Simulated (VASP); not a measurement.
# Ir in VASP: settings compared

One sheet, Ir, is run at these levels: PBEsol, RPBE, revPBE, BLYP, PW91; tasks: relaxation of the atoms.

Program: VASP 6.6.1. These are calculated values, not measurements. Logs are shortened: lines on timing, memory, paths and dates and some standing lists are left out, and cuts for length are marked.

## (1) Starting point

The cell holds a sheet with vacuum, 1 atom: a = 2.452 Å, b = 2.452 Å, c = 23.800 Å, α = 90.00°, β = 90.00°, γ = 90.00°.

The cell was built by a generator and needn't be a form met in nature.

## (2) Relaxation of the atoms, PBEsol

Contents of INCAR:

```
ALGO = Normal
DIPOL = 0.5 0.5 0.294
EDIFF = 1E-6
EDIFFG = -0.005
ENCUT = 520
GGA = PS
IBRION = 2
IDIPOL = 3
ISIF = 2
ISMEAR = -1
LASPH = True
LCHARG = False
LDIPOL = True
LREAL = False
LWAVE = False
NELM = 80
NSW = 60
PREC = Accurate
SIGMA = 0.05
```

Contents of KPOINTS:

```
k-points
0
Gamma
  11 11 1
```

Contents of POSCAR:

```
Ir
1.0
    2.4518400000      0.0000000000      0.0000000000
    0.0000000000      2.4518400000      0.0000000000
    0.0000000000      0.0000000000     23.8000000000
Ir
1
Selective dynamics
Direct
    0.0000000000      0.0000000000      0.2941200000  F F F
```

Potentials or basis: VASP PAW PBE potentials, release 64 (Ir).

Command:

```bash
$ cat potpaw_PBE.64/Ir/POTCAR > POTCAR
$ mpirun -np 1 vasp_std > vasp.out
```

OUTCAR:

```text
EDIFF = 1E-6
   EDIFFG = -0.005
   ENCUT = 520
   GGA = PS
   IBRION = 2
   ISIF = 2
   ISMEAR = -1
   LASPH = True
   LREAL = False
   NELM = 80
   NSW = 60
   PREC = Accurate

 ion  position               nearest neighbor table
   1  0.000  0.000  0.294-

  LATTYP: Found a simple tetragonal cell.
 ALAT       =     2.4518400000
 C/A-ratio  =     9.7069955625

  Lattice vectors:

 A1 = (   2.4518400000,   0.0000000000,   0.0000000000)
 A2 = (   0.0000000000,   2.4518400000,   0.0000000000)
 A3 = (   0.0000000000,   0.0000000000,  23.8000000000)

Analysis of symmetry for initial positions (statically):
=====================================================================
 Subroutine PRICEL returns:
 Original cell was already a primitive cell.

 Routine SETGRP: Setting up the symmetry group for a
 simple tetragonal supercell.

 Subroutine GETGRP returns: Found 16 space group operations
 (whereof  8 operations were pure point group operations)
 out of a pool of 16 trial point group operations.

The static configuration has the point symmetry C_4v.
 The point group associated with its full space group is D_4h.

Analysis of symmetry for dynamics (positions and initial velocities):
=====================================================================
 Subroutine PRICEL returns:
 Original cell was already a primitive cell.

 Routine SETGRP: Setting up the symmetry group for a
 simple tetragonal supercell.

 Subroutine GETGRP returns: Found 16 space group operations
 (whereof  8 operations were pure point group operations)
 out of a pool of 16 trial point group operations.

The dynamic configuration has the point symmetry C_4v.
 The point group associated with its full space group is D_4h.

Analysis of constrained symmetry for selective dynamics:
=====================================================================
 Subroutine PRICEL returns:
 Original cell was already a primitive cell.

 Routine SETGRP: Setting up the symmetry group for a
 simple tetragonal supercell.

 Subroutine GETGRP returns: Found 16 space group operations
 (whereof  8 operations were pure point group operations)
 out of a pool of 16 trial point group operations.

The constrained configuration has the point symmetry C_4v.
 The point group associated with its full space group is D_4h.

 Subroutine INISYM returns: Found 16 space group operations
 (whereof  8 operations are pure point group operations),
 and found     1 'primitive' translations

----------------------------------------------------------------------------------------

                                     Primitive cell

  volume of cell :     143.0742

  direct lattice vectors                    reciprocal lattice vectors
     2.451840000  0.000000000  0.000000000     0.407856956  0.000000000  0.000000000
     0.000000000  2.451840000  0.000000000     0.000000000  0.407856956  0.000000000
     0.000000000  0.000000000 23.800000000     0.000000000  0.000000000  0.042016807

  length of vectors
     2.451840000  2.451840000 23.800000000     0.407856956  0.407856956  0.042016807

  position of ions in fractional coordinates (direct lattice)
     0.000000000  0.000000000  0.294120000

  ion indices of the primitive-cell ions
   primitive index   ion index
                 1           1

----------------------------------------------------------------------------------------

 KPOINTS: k-points

Automatic generation of k-mesh.
 Grid dimensions read from file:
 generate k-points for:   11   11    1

 Generating k-lattice:

  Cartesian coordinates                     Fractional coordinates (reciprocal lattice)
     0.037077905  0.000000000  0.000000000     0.090909091  0.000000000  0.000000000
     0.000000000  0.037077905  0.000000000     0.000000000  0.090909091  0.000000000
     0.000000000  0.000000000  0.042016807     0.000000000  0.000000000  1.000000000

  Length of vectors
     0.037077905  0.037077905  0.042016807

  Shift w.r.t. Gamma in fractional coordinates (k-lattice)
     0.000000000  0.000000000  0.000000000

 Subroutine IBZKPT returns following result:
 ===========================================

 Found     21 irreducible k-points:

 Following reciprocal coordinates:
            Coordinates               Weight
  0.000000  0.000000  0.000000      1.000000
  0.090909  0.000000  0.000000      4.000000
  0.181818  0.000000  0.000000      4.000000
  0.272727  0.000000  0.000000      4.000000
  0.363636  0.000000  0.000000      4.000000
  0.454545  0.000000  0.000000      4.000000
[... 13 lines left out ...]
  0.454545  0.363636  0.000000      8.000000
  0.454545  0.454545  0.000000      4.000000
   k-points           NKPTS =     21   k-points in BZ     NKDIM =     21   number of bands    NBANDS=      8
   number of dos      NEDOS =    301   number of ions     NIONS =      1
   total plane-waves  NPLWV =  58320
   dimension x,y,z NGX =    18 NGY =   18 NGZ =  180
   dimension x,y,z NGXF=    36 NGYF=   36 NGZF=  360
   ions per type =               1
   NGX,Y,Z   is equivalent  to a cutoff of  12.20, 12.20, 12.57 a.u.
   NGXF,Y,Z  is equivalent  to a cutoff of  24.41, 24.41, 25.15 a.u.
 SYSTEM =  unknown system
   PREC   = accura    normal or accurate (medium, high low for compatibility)
   ISTART =      0    job   : 0-new  1-cont  2-samecut
   ICHARG =      2    charge: 1-file 2-atom 10-const
   ISPIN  =      1    spin polarized calculation?
   LNONCOLLINEAR =      F non collinear calculations
   LSORBIT =      F    spin-orbit coupling
   LASPH  =      T    aspherical Exc in radial PAW
   ENCUT  =  520.0 eV  38.22 Ry    6.18 a.u.   4.56  4.56 44.25*2*pi/ulx,y,z
   NELM   =     80;   NELMIN=  2; NELMDL= -5     # of ELM steps
   EDIFF  = 0.1E-05   stopping-criterion for ELM
   LREAL  =      F    real-space projection
   EDIFFG = -.5E-02   stopping-criterion for IOM
   NSW    =     60    number of steps for IOM
   IBRION =      2    ionic relax: 0-MD 1-quasi-New 2-CG
   NFREE  =      1    steps in history (QN), initial steepest desc. (CG)
   ISIF   =      2    stress and relaxation
   ISYM   =      2    0-nonsym 1-usesym 2-fastsym
   POTIM  = 0.5000    time-step for ionic-motion
   TEBEG  =    0.0;   TEEND  =   0.0 temperature during run
   PSTRESS=    0.0 pullay stress
   NELECT =       9.0000    total number of electrons
   NUPDOWN=      -1.0000    fix difference up-down
   EMIN   =  10.00;   EMAX   =-10.00  energy-range for DOS
   EFERMI =   0.00;   METHOD = LEGACY
   ISMEAR =    -1;   SIGMA  =   0.05  broadening in eV -4-tet -1-fermi 0-gaus
   EFERMI_NEDOS =   21; number of points for ismear=-14 and -15
   IALGO  =     38    algorithm
   IMIX   =      4    mixing-type and parameters
     AMIX     =   0.40;   BMIX     =  1.00
     AMIX_MAG =   1.60;   BMIX_MAG =  1.00
  volume/ion in A,a.u.               =     143.07       965.51
  Fermi-wavevector in a.u.,A,eV,Ry     =   0.651081  1.230365  5.767604  0.423907
  Thomas-Fermi vector in A             =   1.720567
   LORBIT       =      0    0 simple, 1 ext, 2 COOP (PROOUT), +10 PAW based schemes
   GGA     = PS    functional components
   LHFCALC =     F    Hartree Fock is set to
   AEXX    =    0.0000 exact exchange contribution
   IVDW    =     0    specifies the selected vdW correction
   LEPSILON=     F    determine dielectric tensor
   LRPA    =     F    only Hartree local field effects (RPA)
 conjugate gradient relaxation of ions
 non-spin polarized calculation
  energy-cutoff  :      520.00
  volume of cell :      143.07
 maximum number of plane-waves:      3933
   NGX =  9   NGY =  9   NGZ = 89

 number of electron       8.9999999 magnetization

 dipolmoment           0.000000      0.000000     -0.000004 electrons x Angstroem

 Free energy of the ion-electron system (eV)
  ---------------------------------------------------
  ext. energy  EPLUGINS =         0.00000000
  ---------------------------------------------------
  free energy    TOTEN  =        -7.46554350 eV

  energy without entropy =       -7.45001703  energy(sigma->0) =       -7.45778027

 E-fermi :  -4.6032     XC(G=0):  -2.1850

 val. band max:       -4.6101829029   @ k =   0.2727   0.2727   0.0000
 cond. band min:      -4.5748053333   @ k =   0.4545   0.3636   0.0000
 fundamental gap:      0.0353775696
 Fermi energy:        -4.6031603761

 k-point     1 :       0.0000    0.0000    0.0000
  band No.  band energies     occupation
      1     -12.4499      2.00000
      2     -11.0056      2.00000
      3      -7.1319      2.00000
      4      -3.8877      0.00000
      5      -3.8877      0.00000
      6      -3.3842      0.00000
      7      -2.4616      0.00000
      8       1.2972      0.00000

 k-point     2 :       0.0909    0.0000    0.0000
  band No.  band energies     occupation
      1     -12.1300      2.00000
      2     -10.7251      2.00000
      3      -7.0195      2.00000
      4      -4.9795      1.99892
      5      -3.8484      0.00000
      6      -2.7916      0.00000
      7      -2.4208      0.00000
      8       1.4961      0.00000

 k-point     3 :       0.1818    0.0000    0.0000
  band No.  band energies     occupation
      1     -11.5134      2.00000
      2      -9.6298      2.00000
      3      -6.6979      2.00000
      4      -6.3166      2.00000
      5      -3.7415      0.00000
      6      -3.5982      0.00000
      7      -1.2989      0.00000
      8       2.0907      0.00000

 k-point     4 :       0.2727    0.0000    0.0000
  band No.  band energies     occupation
      1     -10.9875      2.00000
      2      -7.6118      2.00000
      3      -7.5100      2.00000
      4      -6.2201      2.00000
      5      -4.5238      0.33934
      6      -3.5982      0.00000
      7      -0.0820      0.00000
      8       3.0735      0.00000

 k-point     5 :       0.3636    0.0000    0.0000
  band No.  band energies     occupation
      1     -10.5678      2.00000
      2      -8.3930      2.00000
      3      -5.7270      2.00000
      4      -5.2789      2.00000
      5      -5.1496      1.99996
      6      -3.4631      0.00000
      7       1.2770      0.00000
      8       4.4262      0.00000

 k-point     6 :       0.4545    0.0000    0.0000
  band No.  band energies     occupation
      1     -10.3192      2.00000
      2      -8.8596      2.00000
      3      -5.6939      2.00000
      4      -5.3597      2.00000
      5      -3.3811      0.00000
      6      -3.1919      0.00000
      7       2.5268      0.00000
      8       3.5947      0.00000

 k-point     7 :       0.0909    0.0909    0.0000
  band No.  band energies     occupation
      1     -11.7572      2.00000
      2     -10.5000      2.00000
      3      -6.9096      2.00000
      4      -5.2709      2.00000
      5      -4.2690      0.00250
      6      -3.1349      0.00000
      7      -1.7960      0.00000
      8       1.6953      0.00000
[... 100 lines left out ...]
 k-point    17 :       0.3636    0.2727    0.0000
  band No.  band energies     occupation
      1      -9.3397      2.00000
      2      -7.7856      2.00000
      3      -6.3697      2.00000
      4      -6.0673      2.00000
      5      -4.9992      1.99927
      6      -2.5301      0.00000
      7       3.9214      0.00000
      8       6.2319      0.00000

 k-point    18 :       0.4545    0.2727    0.0000
  band No.  band energies     occupation
      1      -9.6822      2.00000
      2      -8.1969      2.00000
      3      -6.2567      2.00000
      4      -5.9410      2.00000
      5      -4.6149      1.11666
      6       0.4816      0.00000
      7       4.5287      0.00000
      8       5.4489      0.00000

 k-point    19 :       0.3636    0.3636    0.0000
  band No.  band energies     occupation
      1     -10.2037      2.00000
      2      -7.6025      2.00000
      3      -7.1359      2.00000
      4      -4.7906      1.95400
      5      -3.7636      0.00000
      6      -1.1654      0.00000
      7       5.3067      0.00000
      8       7.3860      0.00000

 k-point    20 :       0.4545    0.3636    0.0000
  band No.  band energies     occupation
      1     -10.6758      2.00000
      2      -7.8637      2.00000
      3      -7.1530      2.00000
      4      -4.5748      0.72381
      5      -2.8636      0.00000
      6       1.5790      0.00000
      7       4.9674      0.00000
      8       6.8413      0.00000

 k-point    21 :       0.4545    0.4545    0.0000
  band No.  band energies     occupation
      1     -11.1947      2.00000
      2      -7.6705      2.00000
      3      -7.6115      2.00000
      4      -4.3206      0.00700
      5      -0.7128      0.00000
      6       2.8786      0.00000
      7       4.5389      0.00000
      8       7.8045      0.00000

------------------------ aborting loop because EDIFF is reached ----------------------------------------

 vacuum level on the upper side and lower side of the slab       (xc-potential included)        -0.221        -0.166

  FORCE on cell =-STRESS in cart. coord.  units (eV):
  Direction    XX          YY          ZZ          XY          YZ          ZX
  --------------------------------------------------------------------------------------
  -------------------------------------------------------------------------------------
  Total       -1.1217517     -1.1217517     -0.0065825      0.0000000      0.0000000      0.0000000
  in kB      -12.5616330    -12.5616330     -0.0737125      0.0000000      0.0000000      0.0000000
  external PRESSURE =      -8.3989928 kB  Pullay stress =       0.0000000 kB

 VOLUME and BASIS-vectors are now :
 -----------------------------------------------------------------------------
  energy-cutoff  :      520.00
  volume of cell :      143.07
      direct lattice vectors                 reciprocal lattice vectors
     2.451840000  0.000000000  0.000000000     0.407856956  0.000000000  0.000000000
     0.000000000  2.451840000  0.000000000     0.000000000  0.407856956  0.000000000
     0.000000000  0.000000000 23.800000000     0.000000000  0.000000000  0.042016807

 POSITION                                       TOTAL-FORCE (eV/Angst)
 -----------------------------------------------------------------------------------
      0.00000      0.00000      7.00006         0.000000     -0.000000      0.000000
 -----------------------------------------------------------------------------------
    total drift:                                0.000000      0.000000     -0.000043

  FREE ENERGIE OF THE ION-ELECTRON SYSTEM (eV)
  ---------------------------------------------------
  free  energy   TOTEN  =        -7.4655434976 eV

  energy  without entropy=       -7.4500170326  energy(sigma->0) =       -7.45778027

 reached required accuracy - stopping structural energy minimisation

 vacuum level on the upper side and lower side of the slab         1.479         1.481
```

Wall time 15 s (1 thread of AMD EPYC 9R45 (Zen 5), shared host); peak memory 0.2 GiB.

What came out:

```yaml
Free_energy: -7.4655 eV
Band_gap_on_the_k_mesh: none (metal or under the smearing width)
```

Final structure:
```
CELL_PARAMETERS angstrom
2.45184 0.00000 0.00000
0.00000 2.45184 0.00000
0.00000 0.00000 23.80000
ATOMIC_POSITIONS crystal
Ir 0.00000 0.00000 0.29412
```

Levels at points of the mesh, in eV from the Fermi level:
```tsv
k point	band 1	band 2	band 3	band 4	band 5	band 6	band 7	band 8
(0.00, 0.00, 0.00)	-7.85	-6.40	-2.53	0.72	0.72	1.22	2.14	5.90
```

Caveat: the relaxation stopped at its first step, so nothing moved; the PAW data sets were made with another functional, which shifts forces and pressure a little. The run has no spin-orbit coupling, so splittings on Ir are missing.

## (3) Relaxation of the atoms, RPBE

Edit INCAR of step 2 so:

```diff
@@ -5,3 +5,3 @@
 ENCUT = 520
-GGA = PS
+GGA = RP
 IBRION = 2
```

KPOINTS is that of step 2.

POSCAR is that of step 2.

Potentials or basis: VASP PAW PBE potentials, release 64 (Ir).

Command:

```bash
$ cat potpaw_PBE.64/Ir/POTCAR > POTCAR
$ mpirun -np 1 vasp_std > vasp.out
```

It took 14 s on 1 thread of AMD EPYC 9R45 (Zen 5), shared host; peak memory 0.2 GiB.

The run converged. Its results:

* Free energy: -6.3082 eV
* Band gap on the k mesh: none (metal or under the smearing width)

Final structure:
```cif
data_structure
_symmetry_space_group_name_H-M 'P 1'
_symmetry_Int_Tables_number 1
_cell_length_a 2.4518
_cell_length_b 2.4518
_cell_length_c 23.8000
_cell_angle_alpha 90.000
_cell_angle_beta 90.000
_cell_angle_gamma 90.000
_cell_volume 143.07
loop_
_atom_site_label
_atom_site_type_symbol
_atom_site_fract_x
_atom_site_fract_y
_atom_site_fract_z
_atom_site_occupancy
Ir1 Ir 0.00000 0.00000 0.29412 1
```

Levels at points of the mesh, in eV from the Fermi level:
```csv
k point,band 2,band 3,band 4,band 5,band 6,band 7
"(0.00, 0.00, 0.00)",-6.37,-2.52,0.72,0.72,1.26,2.13
```

Caveat: the relaxation stopped at its first step, so nothing moved; the PAW data sets were made with another functional, which shifts forces and pressure a little.

## (4) Relaxation of the atoms, revPBE

Edit INCAR of step 3 so:

```diff
@@ -5,3 +5,3 @@
 ENCUT = 520
-GGA = RP
+GGA = RE
 IBRION = 2
```

KPOINTS is that of step 3.

POSCAR is that of step 3.

Command:

```bash
$ cat potpaw_PBE.64/Ir/POTCAR > POTCAR
$ mpirun -np 1 vasp_std > vasp.out
```

Wall time 14 s (1 thread of AMD EPYC 9R45 (Zen 5), shared host); peak memory 0.2 GiB.

The run converged. Its results:

| Item | Value |
| --- | --- |
| Free energy | -6.4002 eV |
| Band gap on the k mesh | none (metal or under the smearing width) |

Final structure:
```
Ir
1.0
     2.45184    0.00000    0.00000
     0.00000    2.45184    0.00000
     0.00000    0.00000   23.80000
Ir
1
Direct
  0.00000 0.00000 0.29412
```

Levels at points of the mesh, in eV from the Fermi level:
```
           k point  band 2  band 3  band 4  band 5  band 6  band 7
(0.00, 0.00, 0.00)   -6.37   -2.52    0.72    0.72    1.26    2.14
```

Caveat: the relaxation stopped at its first step, so nothing moved; the PAW data sets were made with another functional, which shifts forces and pressure a little. The run has no spin-orbit coupling, so splittings on Ir are missing.

[end of part 1 of 2]
